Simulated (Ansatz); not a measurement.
# KMgF3: trigonal deformation path

All numbers below come from DFT PBE, scalar-relativistic, plane waves, PAW (Ansatz). Cutoff 420 eV, Γ-centred 6×6×6 k-points, Gaussian smearing of 0.05 eV. No spin polarisation. Energies are free energies at this smearing, counted from the undisturbed cell; pressure is positive in compression.

Reference structure (as given, not relaxed at this level; it stands at 3.8 GPa, and it needn't be the usual structure):

```
K Mg F
1.0
     3.98590    0.00000    0.00000
     0.00000    3.98590    0.00000
     0.00000    0.00000    3.98590
K Mg F
1 1 3
Direct
  0.50000 0.50000 0.50000
  0.00000 0.00000 0.00000
  0.50000 0.00000 0.00000
  0.00000 0.50000 0.00000
  0.00000 0.00000 0.50000
```

At fixed volume and fractional coordinates, lengths along (0.577, 0.577, 0.577) are scaled against those across it; ρ is that ratio over its starting value.

| ρ | ΔE (meV/atom) |
| --- | --- |
| 0.500 | 1151.8 |
| 0.600 | 625.3 |
| 0.710 | 287.0 |
| 0.850 | 65.8 |
| 0.930 | 13.2 |
| 1.000 | 0.0 |
| 1.080 | 15.0 |
| 1.200 | 85.1 |
| 1.410 | 311.8 |
| 1.700 | 791.2 |
| 2.000 | 1452.5 |

Task: Predict the pressure (GPa) at each point.

Result:
```tsv
ρ	pressure (GPa)
0.500	9.9
0.600	7.4
0.710	5.8
0.850	4.3
0.930	3.9
1.000	3.8
1.080	3.9
1.200	4.7
1.410	7.6
1.700	14.7
2.000	25.9
```